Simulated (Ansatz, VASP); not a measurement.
Si: VASP beside Ansatz

```xyz
4
Lattice="3.8685 0.0000 0.0000 -1.9343 3.3503 0.0000 0.0000 0.0000 19.9483" Properties=species:S:1:pos:R:3 pbc="T T T"
Si    0.0000    1.1168    8.0494
Si    0.0000    3.3503    8.7103
Si    0.0000    3.3503   11.2380
Si    1.9343    2.2335   11.8989
```

Alike in both runs: functional PBE; k mesh 9 × 9 × 1; occupations fermi-dirac, width 0.02 eV; no spin polarisation.

Ansatz relaxed the structure, and its values are those at the end. VASP's run is a single point on that final structure, the one shown.

|  | VASP | Ansatz |
| --- | --- | --- |
| version | VASP 6.6.1 | Ansatz 0.2.0 |
| potentials or method | VASP PAW PBE potentials, release 64 (Si), cutoff 520 eV | all-electron LAPW, scalar-relativistic |

|  | VASP | Ansatz | Ansatz less VASP |
| --- | --- | --- | --- |
| rms of the force components (eV/Å) | 0.005 | 0.002 | -0.0032 |

Ansatz ran all-electron here, so the differences hold the error of VASP's frozen core and of both bases.
